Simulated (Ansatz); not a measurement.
Here is an Ansatz 0.2.0 calculation.

input.yaml

```yaml
crystal:
  lattice:
    - [3.18, 0.0, 0.0]
    - [-1.59, 2.753960784, 0.0]
    - [0.0, 0.0, 5.166]
  atoms:
    - { symbol: Ga, position: [0.6666666667, 0.3333333333, 0.5] }
    - { symbol: Ga, position: [0.3333333333, 0.6666666667, 0.0] }
    - { symbol: "N", position: [0.6666666667, 0.3333333333, 0.875] }
    - { symbol: "N", position: [0.3333333333, 0.6666666667, 0.375] }
hamiltonian:
  xc: pbe
  pseudopotentials: { kind: paw_fr }
magnetization:
  noncollinear: true
  spin_orbit: true
kpoints:
  mp_grid: { grid: [7, 7, 4] }
  band_path:
    path:
      - [[0.0, 0.0, 0.0], [0.5, 0.0, 0.0], [0.3333333333, 0.3333333333, 0.0], [0.0, 0.0, 0.0], [0.0, 0.0, 0.5], [0.5, 0.0, 0.5], [0.3333333333, 0.3333333333, 0.5], [0.0, 0.0, 0.5]]
      - [[0.5, 0.0, 0.5], [0.5, 0.0, 0.0]]
      - [[0.3333333333, 0.3333333333, 0.0], [0.3333333333, 0.3333333333, 0.5]]
    npoints: 14
scf:
  occupations: { method: fermi_dirac, width: 0.05 }
  n_extra_bands: 10
output:
  forces: true
  stress: true
  eigenvalues: true
  fatbands: true
```

Potentials or basis: Ansatz PAW.

Command:

```sh
$ ansatz run input.yaml --threads 2 --pin off --max-ram 5632MiB --backend cpu --events-out ev --progress --plain --runs-dir out
```

Task: Predict the band gap along the path.

Result: 1.96 eV, direct.

Task: Estimate the largest force.

Result: 0.137 eV/Å.

Forces in eV/Å, atoms in the order of the input:
```
Ga   0.000  0.000 -0.137
Ga   0.000  0.000 -0.137
N    0.000  0.000  0.137
N    0.000  0.000  0.137
```

**Measured values to compare with.**

From “Studying electronic properties in GaN without electrical contacts using γ-γ vs e−-γ Perturbed Angular Correlations”, 2019, pmc:6823545, for a bulk crystal of GaN: band gap 3.503 ± 0.005 eV (direct).

Measured gap of GaN: 3.503 eV (direct; quoted in “Studying electronic properties in GaN without electrical contacts using γ-γ vs e−-γ Perturbed Angular Correlations”, 2019, pmc:6823545). This calculation gives 1.96 eV (-1.54 eV). The value is that of PBE, without temperature or zero-point motion. Semilocal functionals fall short of measured gaps as a rule.
